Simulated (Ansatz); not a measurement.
The system is Ge.

```
Ge
1.0
     0.00000    2.82891    2.82891
     2.82891    0.00000    2.82891
     2.82891    2.82891    0.00000
Ge
2
Direct
  0.75000 0.75000 0.75000
  0.50000 0.50000 0.50000
```

Below is the output of Ansatz 0.2.0 for this cell. Logs are shortened: lines on timing, memory, paths and dates and some standing lists are left out, and cuts for length are marked.

```text
Warning: RAYON_NUM_THREADS=2 ignored (pool sized by the plan → 2); use --threads N
Engine: ansatz 0.2.0, x86_64-unknown-linux-gnu
Pseudopotentials: kind: paw
Pseudopotential: Ge, paw, valence charge 14, recommended cutoff 420 eV (normal), Ge.paw.azcp
Functional definition: PBEsol
  exchange = pbesol_x
  correlation = pbesol_c
Crystal: 2 atoms, lattice volume = 45.278 Å³
Basis set: ecut = 420 eV, 893 PW (Γ), exchange–correlation on 54×54×54 points (8 copies of the dense FFT grid, shifted against one another)
Bands: 18, of which v1, the nominal top of the filled ones, is band 14 counted from 1 (13 counted from 0)
Symmetry: 48 space group operations
Space group: Fd-3m (ITA 227), of the structure as read, at distance tolerance 3.6e-5 Å
k-points: 29 of 512
Non-local potential: Ge, projectors of the file, l = 0: 2, l = 1: 2, l = 2: 3, l = 3: 1
PAW form: soft (Blöchl's): semilocal exchange-correlation on the pseudo side does not see the compensation charge
PAW frozen core: Ge, regenerated for the run's functional, and the local potential with it (the file was generated under x = pbe(κ = 0.804, μ = 0.2195149727645171), c = pbe(β = 0.06672455060314922))
PAW one-centre angular grid: Ge, 590 points (default); XC on 64 Gauss nodes
Initial density: superposition of atomic densities (neutral atoms: chi_scale 0, normalization atom), corrected by the library's trained network
Initial wavefunctions: pseudopotential atomic-orbital guess
Functional: x = pbesol(κ = 0.804, μ = 0.12345679012345678), c = pbesol(β = 0.046)
SCF iter   1: F=—  HF=-8506.983340 eV  |F-HF|=—  |Δ(HF+E_count)|=         —  Δρ=2.37e-3  dr2=3.06e-3  ethr=1.77e-3  ⟨swp⟩=5.9  Hψ=2481  notcnv=0
preconditioner: auto → Kerker (q_TF=auto, 2.518 Å⁻¹)  [metal: Δε(μ)=0.113 eV  Ē_g=23.358 eV  σ=0.050 eV  W_gap=0.46  n_scr=14 (ndim 8)  ℏωp=29.2 eV  f_vac=0.074  D(μ)=0.12/eV (n_scr^D=0)]
SCF iter   2: F=—  HF=-8506.982041 eV  |F-HF|=—  |Δ(HF+E_count)|=   1.30e-3  Δρ=1.68e-3  dr2=1.67e-3  ethr=1.09e-5  ⟨swp⟩=1.4  Hψ=770  notcnv=0
SCF iter   3: F=—  HF=-8506.982152 eV  |F-HF|=—  |Δ(HF+E_count)|=   1.11e-4  Δρ=8.89e-4  dr2=1.86e-4  ethr=5.96e-6  ⟨swp⟩=2.0  Hψ=929  notcnv=0
SCF iter   4: F=—  HF=-8506.982122 eV  |F-HF|=—  |Δ(HF+E_count)|=   3.05e-5  Δρ=4.56e-4  dr2=1.26e-4  ethr=6.65e-7  ⟨swp⟩=2.0  Hψ=930  notcnv=0
SCF iter   5: F=—  HF=-8506.982045 eV  |F-HF|=—  |Δ(HF+E_count)|=   7.62e-5  Δρ=2.23e-4  dr2=1.32e-5  ethr=4.52e-7  ⟨swp⟩=2.0  Hψ=929  notcnv=0
SCF iter   6: F=—  HF=-8506.982058 eV  |F-HF|=—  |Δ(HF+E_count)|=   1.31e-5  Δρ=3.51e-5  dr2=2.99e-7  ethr=4.70e-8  ⟨swp⟩=2.0  Hψ=928  notcnv=0
[... 35 lines left out ...]
SCF iter   6: F=-8506.982938 eV  HF=-8506.982938 eV  |F-HF|=1.82e-12  |Δ(HF+E_count)|=  5.82e-11  Δρ=6.60e-8  dr2=2.19e-12  ethr=1.00e-12  ⟨swp⟩=4.0  Hψ=2443  notcnv=0
SCF 4 converged in 6 iterations: F = -8506.982938 eV  dr2 = 2.19e-12
relax step   4: F+E_penalty+E_count = -8506.98293829 eV  Δ(F+E_penalty+E_count) = -5.045e-5 eV  max|allowed force component| = 7.748e-17 eV/Å  Δτ_max = 0.0000 Å  P = +0.002 GPa  Ω = 45.720 Å³  stress off target by 1.99e-3 GPa  SCF on the basis re-selected at this cell (its energy is not comparable with the rows above)  (6 SCF iters)
basis re-selected at this cell: Δ(F+E_penalty+E_count) = -5.045e-5 eV, ΔP = +0.001 GPa vs the last step (what re-selecting the basis moved, of the pressure what is left beyond the Pulay correction that the steps carried, after the strain that the cell walked since its last selection, with what the two solves' SCF thresholds leave and, on support functions, any second-order correction that the steps lacked; it is no measure of the basis error at this ecutwfc). This SCF's stress stands 1.99e-3 GPa from its target on what of the cell is left free (relax.cell.stress_tol is 5.00e-2 GPa) and its largest allowed force component is 7.75e-17 eV/Å (relax.f_tol is 1.00e-2 eV/Å): within both
SCF converged after 6 iterations
Free energy (F): -8506.982938 eV
Harris-Foulkes:  -8506.982938 eV  (|F-HF|=1.82e-12)
Internal energy: -8506.981993 eV  (E = F + TS)
E sigma→0 (E₀):  -8506.982465 eV
Entropy (-TS):   -0.000946 eV (-0.473 meV/atom)
Fermi energy:    8.312809 eV
--- Per-component energies (eV) ---
  E_band       = -305.492819
  E_kinetic    = 223.010040
  E_local      = -4958.304447  (includes V_loc(G=0)·N_el)
  E_nonlocal   = 840.284628
  E_hartree    = 2172.772586
  E_xc         = -149.885936
  E_vxc        = -129.398296  (∫ρ·V_xc dr)
  E_paw        = -3958.249941  (= ΣΔE_a)
  E_vpaw       = -626.630845  (= ΣTr[D̂ρ^β])
  E_aug_tail   = 0.000815  (compensation charges beyond the density's cutoff)
  E_ewald      = -2678.445610
  E_core_change = 1.835872  (= ΣΔE_core)
  E_smearing   = -0.000946  (= −TS)
  E_closure    = -0.000000  (closes the sum)
  Σ components = -8506.982938   (vs F -8506.982938, Δ=0.00e0)
--- Forces (eV/Å), atoms counted from 1 ---
  atom   1  Ge    -0.00000000    -0.00000000     0.00000000
  atom   2  Ge     0.00000000    -0.00000000    -0.00000000
  max |Σ_I F_I| component: 5.55e-17 eV/Å
--- Stress (GPa, compression-positive) ---
        0.001987       0.000000      -0.000000
        0.000000       0.001987       0.000000
       -0.000000      -0.000000       0.001987
  P = ⅓ Tr σ = 0.0020 GPa (0.020 kbar)
--- Relaxed structure (3 steps of the walk, 3 accepted, 1 SCFs on fresh bases) ---
  F+E_penalty+E_count = -8506.98293829 eV   max|allowed force component| = 7.748e-17 eV/Å   (the final SCF, on the basis selected at the relaxed cell)
  cell:  # Å, volume = 45.7201 Å³
    - [1.2738430082238975e-34, 2.8380872167173963, 2.8380872167173963]
    - [2.8380872167173963, 9.553822561679232e-35, 2.8380872167173963]
    - [2.8380872167173963, 2.8380872167173963, -6.36921504111948e-36]
  atoms:
    - { symbol: Ge, position: [0.7500000000000001, 0.7500000000000001, 0.7500000000000001] }
    - { symbol: Ge, position: [0.5, 0.5, 0.5] }
```

Q: Write the input and the command behind it.

A: Relaxation of cell and atoms with PBEsol, no spin polarisation. The files as run (others can give the same):

input.yaml
```yaml
crystal:
  lattice:
    - [0.0, 2.82891, 2.82891]
    - [2.82891, 0.0, 2.82891]
    - [2.82891, 2.82891, 0.0]
  atoms:
    - { symbol: Ge, position: [0.75, 0.75, 0.75] }
    - { symbol: Ge, position: [0.5, 0.5, 0.5] }
hamiltonian:
  xc: pbesol
  pseudopotentials: { kind: paw }
kpoints:
  mp_grid: { grid: [8, 8, 8] }
scf:
  occupations: { method: fermi_dirac, width: 0.05 }
output:
  forces: true
  stress: true
relax:
  f_tol: 0.01
  max_steps: 40
  cell: { stress_tol: 0.05 }
```

Potentials or basis: Ansatz PAW.
Launch:
```console
$ ansatz run input.yaml --threads 2 --pin off --max-ram 5632MiB --backend cpu --events-out ev --progress --plain --runs-dir out
```

Caveat: the plane-wave basis is chosen anew once the cell has moved, so the energies of steps on either side of that aren't comparable; the PAW data sets come from PBE, with cores solved anew for the run's functional, which leaves a small shift of forces and pressure.
